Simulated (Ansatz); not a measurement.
# Bi: how the settings move a single-point run

Question: which choices in the input matter for Bi?

Method: reference: DFT, r2SCAN, all-electron PAW with datasets made for the crystal, scalar-relativistic, in Ansatz 0.2.0.

## 1. The structure to begin with

Symmetry: P2_1/m, No. 11, monoclinic system. The conventional cell has a = 4.658 Å, b = 4.526 Å, c = 6.521 Å, α = 90.00°, β = 93.04°, γ = 90.00°. Bi (site symmetry m) has 6 Bi at 3.24 to 3.26 Å as nearest neighbours.

Cell or atoms stand a little off a more symmetric structure (Pm-3m at a tolerance of 0.3 Å), so results at this geometry aren't those of that ideal crystal.

Coordinates:

```xyz
4
Lattice="4.6584 0.0000 0.0000 0.0000 4.5264 0.0000 -0.3460 0.0000 6.5119" Properties=species:S:1:pos:R:3 pbc="T T T"
Bi    3.2345    3.3948    4.8913
Bi    1.0780    1.1316    1.6207
Bi    3.4005    3.3948    1.6362
Bi    0.9120    1.1316    4.8757
```

## 2. Reference

Contents of input.yaml:

```yaml
crystal:
  lattice:
    - [4.6584121839, 0.0, 0.0]
    - [0.0, 4.52638858, 0.0]
    - [-0.3459734563, 0.0, 6.5119480672]
  atoms:
    - { symbol: Bi, position: [0.75011231, 0.75, 0.75111967] }
    - { symbol: Bi, position: [0.24988769, 0.25, 0.24888033] }
    - { symbol: Bi, position: [0.74862508, 0.75, 0.25126662] }
    - { symbol: Bi, position: [0.25137492, 0.25, 0.74873338] }
kpoints:
  mp_grid: { grid: [7, 7, 5] }
  band_path:
    path:
      - [0.0, 0.0, 0.0]
      - [0.0, 0.5, 0.0]
      - [0.0, 0.5, 0.5]
      - [0.0, 0.0, 0.5]
      - [0.0, 0.0, 0.0]
      - [-0.5, 0.0, 0.5]
      - [-0.5, 0.5, 0.5]
      - [0.0, 0.5, 0.0]
      - [-0.5, 0.5, 0.0]
    npoints: 8
scf:
  occupations: { method: fermi_dirac, width: 0.08 }
hamiltonian:
  xc: r2scan
  pseudopotentials: { kind: all_electron, datasets: crystal }
output:
  forces: true
  stress: true
  eigenvalues: true
  efg: { contact_densities: true }
```

Command:

```sh
$ ansatz run input.yaml --threads 1 --pin off --max-ram 4096MiB --backend cpu --events-out ev --progress --plain --runs-dir out
```

From the output:

```text
[...]
Basis set: ecut = 260 eV, 1317 PW (Γ), exchange–correlation on 108×96×144 points (27 copies of the dense FFT grid, shifted against one another)
[...]
k-points: 72 of 245
[...]
SCF iter   1: F=—  HF=-2343104.732739 eV  |F-HF|=—  |Δ(HF+E_count)|=         —  Δρ=8.89e-3  dr2=1.02e-1  dr2_τ=4.53e-4  ethr=1.41e-4  ⟨swp⟩=6.6  Hψ=14523  notcnv=0
preconditioner: auto → Kerker (q_TF=auto, 2.377 Å⁻¹)  [metal: Δε(μ)=0.021 eV  Ē_g=20.303 eV  σ=0.080 eV  W_gap=0.07  n_scr=30 (ndim 8)  ℏωp=24.5 eV  f_vac=0.000  D(μ)=1.90/eV (n_scr^D=6)]
SCF iter   2: F=—  HF=-2343104.764719 eV  |F-HF|=—  |Δ(HF+E_count)|=   3.20e-2  Δρ=6.74e-3  dr2=6.07e-2  dr2_τ=1.21e-5  ethr=1.41e-4  ⟨swp⟩=3.0  Hψ=5457  notcnv=0
[...]
SCF iter  10: F=—  HF=-2343104.788075 eV  |F-HF|=—  |Δ(HF+E_count)|=   1.40e-9  Δρ=1.66e-6  dr2=5.49e-9  dr2_τ=6.57e-12  ethr=4.93e-11  ⟨swp⟩=3.0  Hψ=5107  notcnv=0
SCF iter  11: F=-2343104.788075 eV  HF=-2343104.788075 eV  |F-HF|=4.66e-10  |Δ(HF+E_count)|=   2.33e-9  Δρ=3.35e-7  dr2=1.69e-10  dr2_τ=1.61e-12  ethr=9.15e-12  ⟨swp⟩=3.0  Hψ=7020  notcnv=0
[...]
SCF converged after 11 iterations
Free energy (F): -2343104.788075 eV
[...]
E sigma→0 (E₀):  -2343104.767763 eV
[...]
Fermi energy:    13.642296 eV
[...]
  P = ⅓ Tr σ = 0.0646 GPa (0.646 kbar)
[...]
```

Run time: 2.1 min. Hardware: 1 thread, shared host.

## 3. Changed: starting moments, n_extra_bands 16, spin_polarized true, xc_grid 1

Edit input.yaml of step 2 so:

```diff
@@ -6,6 +6,6 @@
   atoms:
-    - { symbol: Bi, position: [0.75011231, 0.75, 0.75111967] }
-    - { symbol: Bi, position: [0.24988769, 0.25, 0.24888033] }
-    - { symbol: Bi, position: [0.74862508, 0.75, 0.25126662] }
-    - { symbol: Bi, position: [0.25137492, 0.25, 0.74873338] }
+    - { symbol: Bi, position: [0.75011231, 0.75, 0.75111967], spin: 0.2 }
+    - { symbol: Bi, position: [0.24988769, 0.25, 0.24888033], spin: 0.2 }
+    - { symbol: Bi, position: [0.74862508, 0.75, 0.25126662], spin: 0.2 }
+    - { symbol: Bi, position: [0.25137492, 0.25, 0.74873338], spin: 0.2 }
 kpoints:
@@ -26,2 +26,3 @@
   occupations: { method: fermi_dirac, width: 0.08 }
+  n_extra_bands: 16
 hamiltonian:
@@ -34 +35,5 @@
   efg: { contact_densities: true }
+magnetization:
+  spin_polarized: true
+basis:
+  xc_grid: 1
```

Command:

```sh
$ ansatz run input.yaml --threads 1 --pin off --max-ram 4096MiB --backend cpu --events-out ev --progress --plain --runs-dir out
```

What it wrote, shortened:

```text
[...]
scf.n_extra_bands = 16 over 30 filled bands (N_el = 60.0): the run solves 46 bands
Bi: output.efg is read without spin–orbit coupling, which moves field gradients at and beside such atoms by some per cent and up to a factor of two; PAW files take it under magnetization.noncollinear and magnetization.spin_orbit
[...]
Pseudopotentials: kind: all_electron
Pseudopotential: Bi, paw, valence charge 15, recommended cutoff 260 eV (normal), Koelling and Harmon's equation, gaussian nucleus
Functional definition: r2SCAN
[...]
a search for the magnetic state begins, with frozen cores and fixed partial waves. It gives no result and prints no iterations
the search for the magnetic state of this step took 15 SCF iterations with frozen cores. It stayed in its first state, in which the spheres begin
Crystal: 4 atoms, lattice volume = 137.310 Å³
Basis set: ecut = 260 eV, 1317 PW (Γ)
Bands: 46, of which v1, the nominal top of the filled ones, is band 30 counted from 1 (29 counted from 0)
Symmetry: 4 space group operations
Space group: P21/m (ITA 11), of the structure as read, at distance tolerance 5.2e-5 Å
Magnetic group: BNS 11.50 (UNI 57), of the structure as read, at distance tolerance 5.2e-5 Å
k-points: 72 of 245
[...]
Starting moments: Σ|m| = 0.8 μB on 4 of 4 sites; this step starts from the density that it was given
[...]
WARN: the starting moments were not kept: the SCF closed with an absolute magnetisation of 8.0e-6 μB, where they sum to 0.8 μB in size (4 sites). That is at most 0.1 of that sum. Measured as dr2_m measures the in/out step, that magnetisation stands 1.8e-12 eV from none, at or under the [...]
In the spheres:  the bands' charges fall short by 1.1e-6 e at most (sound up to 1e-3)
Fermi energy:    13.642263 eV
[...]
  The terms above E_closure are by the made datasets' own strengths, without shells solved beside the bands.
--- Forces (eV/Å), atoms counted from 1 ---
  atom   1  Bi     0.00788964     0.00000000     0.00211165
  atom   2  Bi    -0.00788964    -0.00000000    -0.00211165
  atom   3  Bi     0.00707893     0.00000000     0.00163113
  atom   4  Bi    -0.00707893    -0.00000000    -0.00163113
[...]
--- Stress (GPa, compression-positive) ---
       -0.030643      -0.000000       0.427031
       -0.000000       0.554399       0.000000
        0.427031       0.000000      -0.330139
  P = ⅓ Tr σ = 0.0645 GPa (0.645 kbar)
--- PAW observables at the nuclei: V_zz in 10²¹ V/m², potentials from the cell's mean, atoms counted from 1 ---
  atom   1  Bi V_zz =    +4.634711   η = 0.1562   by run symmetry: allowed
            electrostatic potential = -17830.739026 V   contact ρ = 17855119.654267 e/Å³   contact ρ_s (e/Å³): all electrons +0.000159, valence +0.000166
  atom   2  Bi V_zz =    +4.634711   η = 0.1562   by run symmetry: allowed
            electrostatic potential = -17830.739026 V   contact ρ = 17855119.654267 e/Å³   contact ρ_s (e/Å³): all electrons +0.000159, valence +0.000166
  atom   3  Bi V_zz =    +4.647569   η = 0.1560   by run symmetry: allowed
            electrostatic potential = -17830.738871 V   contact ρ = 17855119.695828 e/Å³   contact ρ_s (e/Å³): all electrons -0.000157, valence -0.000164
  atom   4  Bi V_zz =    +4.647569   η = 0.1560   by run symmetry: allowed
            electrostatic potential = -17830.738871 V   contact ρ = 17855119.695828 e/Å³   contact ρ_s (e/Å³): all electrons -0.000157, valence -0.000164
--- Band table (eV; the first three rows and the last of 144) ---
[...]
```

It took 6.9 min on 1 thread, shared host.

With the changed spin polarisation, band count and numerical grids the energy stays within 0.5 meV/atom: no moment survives, so both runs end on the same non-magnetic state.

## 4. Side by side

| run | ending | energy change | pressure (GPa) | gap (eV) | force (eV/Å) | cycles | time |
| --- | --- | --- | --- | --- | --- | --- | --- |
| reference | converged | 0 | 0.1 | 0.00 | 0.01 | 11 | 2.1 min |
| 1: starting moments, n_extra_bands 16, spin_polarized true, xc_grid 1 | converged | 0.0 meV/atom | 0.1 | 0.00 | 0.01 | 15 | 6.9 min |

Residual by cycle in the longest SCF loop of each run; runs are numbered as in the table. The quantity is the density residual dr2, in eV.

| cycle | reference | run 1 |
| --- | --- | --- |
| 1 | 0.102 | 0.00313 |
| 2 | 0.0607 | 0.00279 |
| 4 | 0.00178 | 2.9e-4 |
| 5 | 1.9e-4 | 1.5e-4 |
| 6 | 1.1e-5 | 2.4e-5 |
| 7 | 2.0e-6 | 1.8e-5 |
| 9 | 3.0e-8 | 1.4e-6 |
| 10 | 5.5e-9 | 8.8e-7 |
| 11 | 1.7e-10 | 3.7e-7 |
| 12 | - | 1.5e-7 |
| 14 | - | 1.8e-8 |
| 15 | - | 2.1e-8 |

**Reading.** With the changed spin polarisation, band count and numerical grids the energy stays within 0.5 meV/atom: no moment survives, so both runs end on the same non-magnetic state.
